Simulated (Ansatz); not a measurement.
The system is CoH.

```
CELL_PARAMETERS angstrom
0.00000 1.84296 1.84296
1.84296 0.00000 1.84296
1.84296 1.84296 0.00000
ATOMIC_POSITIONS crystal
Co 0.00000 0.00000 0.00000
H 0.50000 0.50000 0.50000
```

The cell comes from a database or a generator and needn't be the stable form of this composition.

| Item | Value |
| --- | --- |
| Program | Ansatz 0.2.0 |
| Task | relaxation of cell and atoms |
| Functional | r2SCAN |
| Potentials or basis | Ansatz PAW |
| Cutoff | 500 eV (not typed: the program's choice for these potentials) |
| k mesh | 12 × 12 × 12 |
| Occupations | fermi-dirac, width 0.05 eV |
| Spin | collinear spin, ferromagnetic start |
| Starting moments | [2.0, 0.0] μB |
| Hubbard terms | Co d U = 1 eV |

At the start: volume 6.26 Å³/atom.

Question: Where does the relaxation end?

Answer: It ends after 9 steps and the volume is 7.09 Å³/atom (+13.3 %); space group Fm-3m (No. 225, to 0.05 Å); moment 1.89 μB per cell.

Step by step:
```
step  energy change (eV)  largest force (eV/Å)  volume (Å³)
   1              0.0000                0.0000        12.52
   2             -0.0781                0.0000        13.31
   3             -0.1034                0.0000        14.10
   4             -0.1034                0.0000        14.16
   5             -0.1034                0.0000        14.16
   6             -0.1062                0.0000        14.16
   7             -0.1061                0.0000        14.18
   8             -0.1062                0.0000        14.18
   9             -0.1062                0.0000        14.18
```

Final structure:
```xyz
2
Lattice="0.0000 1.9211 1.9211 1.9211 0.0000 1.9211 1.9211 1.9211 0.0000" Properties=species:S:1:pos:R:3 pbc="T T T"
Co    0.0000    0.0000    0.0000
H     1.9211    1.9211    1.9211
```

Caveat: the magnetic or orbital state may not be the lowest; the plane-wave basis is chosen anew once the cell has moved, so the energies of steps on either side of that aren't comparable; the PAW data sets come from PBE, with cores solved anew for the run's functional, which leaves a small shift of forces and pressure; the U is typed as a test and isn't derived for this compound.
